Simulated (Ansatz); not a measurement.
**TiO2 (C2/c): projected density of states from a Python script**

Aim: a projected density of states, for TiO2 (C2/c), run from a script.

Program: the Python package of Ansatz 0.2.0. Level of theory: DFT PBEsol, plane waves, PAW. These are calculated values, not measurements.

## Step 1: Starting point

It takes space group C2/c (No. 15, monoclinic). The conventional cell has a = 5.412 Å, b = 5.413 Å, c = 5.472 Å, α = 90.00°, β = 118.77°, γ = 90.00°. Ti (site symmetry 2) has 6 O at 1.93 to 2.00 Å as nearest neighbours. Around O (site symmetry 1) lie 3 Ti at 1.93 to 2.00 Å.

No structure file is read: the coordinates are typed or built in the script.

## Step 2: The script

run_pdos.py reads:

```python
"""Projected density of states of TiO2."""

from collections import Counter
import json
import logging
import sys
import warnings

import ansatz as az
import matplotlib.pyplot as plt
import numpy as np

logging.basicConfig(stream=sys.stdout, format="%(levelname)s:%(name)s:%(message)s")
log = logging.getLogger("calc")
log.setLevel(logging.INFO)

MESH = (5, 5, 4)
FILLING = "Fixed"
N_EMPTY = 18

warnings.simplefilter("ignore", az.DeckWarning)

tio2 = (
    az.Lattice.of([2.706034, -2.706655, 0.0], [2.706034, 2.706655, 0.0], [-2.633531, 0.0, 4.796637])
    .atom("Ti", [0.13411, 0.86589, 0.25])
    .atom("Ti", [0.86589, 0.13411, 0.75])
    .atom("O", [0.331221, 0.088755, 0.667149])
    .atom("O", [0.668779, 0.911245, 0.332851])
    .atom("O", [0.911245, 0.668779, 0.832851])
    .atom("O", [0.088755, 0.331221, 0.167149])
)

setup = tio2.calculation()
setup = setup.functional(az.Functional.PBESOL).kpoints(*MESH)
setup = setup.occupations(FILLING)
setup = setup.scf(extra_bands=N_EMPTY)
setup = setup.density_of_states(projected=True, energy_step=0.1)
result = setup.run(events_out="events.ndjson")
report = result.report
with open("events.ndjson") as stream:
    kinds = Counter(json.loads(line)["event"] for line in stream)
print("events:", {kind: kinds[kind] for kind in ("scf_iter", "scf_done", "notice", "finished")})

dos = result.density_of_states()
energy = np.asarray(dos.energies_ev) - dos.fermi_ev
curves = {}
for site in result.projected_density_of_states().sites:
    for shell in site.shells:
        weight = sum(np.sum(curve.g_bin_mean_per_ev, axis=0) for curve in shell.curves)
        name = f"{site.species} {shell.label}"
        curves[name] = curves.get(name, 0) + weight

window = (energy > -10) & (energy < 4)
fig, ax = plt.subplots(figsize=(5.5, 3.5))
for name, g in curves.items():
    if g[window].max() > 0.05:
        ax.plot(energy[window], g[window], label=name, lw=1)
        log.info(f"{name:8s} peak {g[window].max():7.3f} states/eV at {energy[window][g[window].argmax()]:6.2f} eV")
ax.set(xlabel="E - E_F (eV)", ylabel="states/eV")
ax.legend(fontsize=7)
fig.tight_layout()
fig.savefig("pdos.png", dpi=100)
```

## Step 3: What the engine is handed

The engine receives this input:

```yaml
crystal:
  lattice:
    - [2.706034, -2.706655, 0.0]
    - [2.706034, 2.706655, 0.0]
    - [-2.633531, 0.0, 4.796637]
  atoms:
    - { symbol: Ti, position: [0.13411, 0.86589, 0.25] }
    - { symbol: Ti, position: [0.86589, 0.13411, 0.75] }
    - { symbol: O, position: [0.331221, 0.088755, 0.667149] }
    - { symbol: O, position: [0.668779, 0.911245, 0.332851] }
    - { symbol: O, position: [0.911245, 0.668779, 0.832851] }
    - { symbol: O, position: [0.088755, 0.331221, 0.167149] }
kpoints:
  mp_grid:
    grid: [5, 5, 4]
hamiltonian:
  xc: pbesol
scf:
  n_extra_bands: 18
  occupations:
    method: fixed
output:
  dos:
    de: 0.1
    projected: true
```

## Step 4: Running it

Started as:

```console
> python run_pdos.py
```

What it wrote:

```text
events: {'scf_iter': 7, 'scf_done': 1, 'notice': 2, 'finished': 1}
INFO:calc:Ti 3S    peak   0.171 states/eV at  -4.60 eV
INFO:calc:Ti 4S    peak   0.611 states/eV at  -4.60 eV
INFO:calc:Ti 3P    peak   0.110 states/eV at  -3.70 eV
INFO:calc:Ti 3D    peak  10.113 states/eV at   3.40 eV
INFO:calc:O 2S     peak   0.121 states/eV at   3.50 eV
INFO:calc:O 2P     peak   7.751 states/eV at  -3.50 eV
```

It took 5.7 s on 1 thread of Intel Xeon Platinum 8259CL at 2.50GHz (Skylake/Cascade Lake), shared host; peak memory 0.48 GiB.

Lines on the test bed's own set-up are left out of the output.

## Step 5: What the engine kept of the run

From the engine's report, whether the script printed it or not:

```
                                                                  item        value
                                                     SCF cycles in all            7
                                                       k-points solved           33
                                                           plane waves         1363
                                                                 bands           42
                                                     valence electrons           48
                                                      free energy (eV)  -7199.66364
                                                      Fermi level (eV)        6.816
lowest empty less highest filled level on the mesh, by band count (eV)        2.008
```

## Step 6: Density of states

From dos.tsv among the run's results, states per cell in windows of 2 eV from the Fermi level (on a coarse mesh the curve is spiky, and it ends where the bands solved end):

```csv
from,to,states
-10,-8,0.00
-8,-6,0.00
-6,-4,3.57
-4,-2,10.93
-2,0,9.50
0,2,0.00
2,4,9.84
4,6,5.55
6,8,4.70
```

## Step 7: Summary of results

| quantity | value |
| --- | --- |
| free energy | -7199.6636 eV (-1199.9439 eV/atom) |
| gap on the mesh | 2.01 eV |

**Reading.** On the mesh the gap is 2.01 eV; the true edges may lie between its points. Gaps at this rung are as a rule too small against experiment. Reading the output:
- No spin polarisation was allowed.
- Along an axis with an odd division the mesh misses the point at one half; a gap read on a finite mesh is an upper bound on this functional's gap.
- Peaks are the largest values inside the energy window taken; deeper bands lie outside it.
- The crystal has a gap of about 2.01 eV on the mesh; bins of finite width blur the band edges.
- This cell is a computed structure, which may not be the phase found in nature.
- Curves are summed over the cell's atoms. Only shells that the potentials hold have channels, so projections don't add up to the total, least of all where a shell is missing (p of most metals); heights and places of peaks move with the mesh.
- The density of states is complete only as far up as bands were computed.
